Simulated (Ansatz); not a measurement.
InSe: band structure with PBE

**Experimental background.**

From “The Interaction of Hydrogen with the van der Waals Crystal γ-InSe”, 2020, pmc:7321205, for a bulk crystal of InSe at 300 K: band gap 1.25 eV.

InSe:

```
In Se
1.0
     2.00000    1.15470    8.44000
    -2.00000    1.15470    8.44000
     0.00000   -2.30940    8.44000
In Se
2 2
Direct
  0.88860 0.88860 0.88860
  0.00000 0.00000 0.00000
  0.17190 0.17190 0.17190
  0.38350 0.38350 0.38350
```

```
Program                             : Ansatz 0.2.0
Task                                : band structure
Functional                          : PBE
Potentials or basis                 : Ansatz NC
Cutoff                              : 1170 eV (not typed: the program's choice for these potentials)
k mesh                              : 8 × 8 × 8
Occupations                         : fermi-dirac, width 0.05 eV
Spin                                : no spin polarisation
Path                                : [["G", "L", "B1"], ["B", "Z", "G", "X"], ["Q", "F", "P1", "Z"], ["L", "P"]]
Points for each segment of the path : 14
```

The pressure is 2.8 GPa and the largest force is 0.360 eV/Å. The band gap on the k mesh is 0.43 eV, direct and the band gap along the path is 0.43 eV, direct.

Forces on the atoms (eV/Å):
```
In   0.000  0.000  0.360
In   0.000  0.000 -0.344
Se   0.000  0.000 -0.263
Se   0.000  0.000  0.248
```

Stress tensor (GPa, compression positive):
```
3.23 0.00 0.00
0.00 3.23 0.00
0.00 0.00 2.00
```

Levels at the corners of the path, in eV from the valence-band top:
```tsv
point	band 25	band 26	band 27	band 28	band 29	band 30	band 31	band 32	band 33	band 34
Γ	-1.51	-1.30	-1.30	-1.21	-1.21	1.69	2.10	4.41	4.41	5.19
L	-3.45	-2.38	-2.34	-2.23	-1.67	1.21	1.96	3.64	3.98	4.80
B1	-3.99	-3.66	-2.52	-2.24	-1.74	1.73	2.44	3.38	4.41	5.71
B	-3.99	-3.66	-2.52	-2.24	-1.74	1.73	2.44	3.38	4.41	5.71
Z	-1.37	-1.37	-1.14	-1.14	0.00	0.43	2.16	4.32	4.32	5.63
Γ	-1.51	-1.30	-1.30	-1.21	-1.21	1.69	2.10	4.41	4.41	5.19
X	-4.00	-3.68	-2.56	-2.21	-1.71	1.79	2.35	3.41	4.38	5.73
Q	-4.00	-3.68	-2.56	-2.21	-1.71	1.79	2.35	3.41	4.38	5.73
F	-3.22	-2.65	-2.49	-2.05	-1.50	1.19	1.97	3.30	3.61	4.40
P1	-3.25	-2.57	-2.47	-2.08	-1.63	1.41	1.81	3.37	3.78	4.48
Z	-1.37	-1.37	-1.14	-1.14	0.00	0.43	2.16	4.32	4.32	5.63
L	-3.45	-2.38	-2.34	-2.23	-1.67	1.21	1.96	3.64	3.98	4.80
P	-3.25	-2.57	-2.47	-2.08	-1.63	1.41	1.81	3.37	3.78	4.48
```

Wall time 93 s on 2 threads of Arm Neoverse V2 (shared host), peak memory 1.5 GiB.

Against the measured gap of InSe, 1.25 eV (300 K; “The Interaction of Hydrogen with the van der Waals Crystal γ-InSe”, 2020, pmc:7321205), the calculated 0.43 eV is off by -0.82 eV. Spin-orbit coupling on In, Se is left out. The value is that of PBE, without temperature or zero-point motion. Semilocal functionals fall short of measured gaps as a rule.

Caveat: spin-orbit coupling is left out, which moves the levels of the heavy elements.
